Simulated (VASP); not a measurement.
A run of VASP 6.6.1:

File INCAR:

```
ALGO = Normal
EDIFF = 1E-6
ENCUT = 520
GGA = PS
ISIF = 2
ISMEAR = 0
LASPH = True
LCHARG = False
LREAL = False
LWAVE = False
NBANDS = 16
NELM = 100
PREC = Accurate
SIGMA = 0.02
```

KPOINTS

```
k-points
0
Gamma
  8 8 8
```

Contents of POSCAR:

```
AgCl
1.0
    0.0000000000      2.7726630000      2.7726630000
    2.7726630000      0.0000000000      2.7726630000
    2.7726630000      2.7726630000      0.0000000000
Ag Cl
1 1
Direct
    0.0000000000      0.0000000000      0.0000000000
    0.5000000000      0.5000000000      0.5000000000
```

Potentials or basis: VASP PAW PBE potentials, release 64 (Ag, Cl).

The run is started by

```sh
$ cat potpaw_PBE.64/Ag/POTCAR potpaw_PBE.64/Cl/POTCAR > POTCAR
$ mpirun -np 1 vasp_std > vasp.out
```

Hardware: 1 thread of Intel(R) Xeon(R) Platinum 8488C (Sapphire Rapids) (shared host).

Question: Estimate the wall time of this run.

Answer: It took 15 s on 1 thread of Intel(R) Xeon(R) Platinum 8488C (Sapphire Rapids) (shared host), peak memory 0.17 GiB. Counts: scf iterations 12, k points 29.
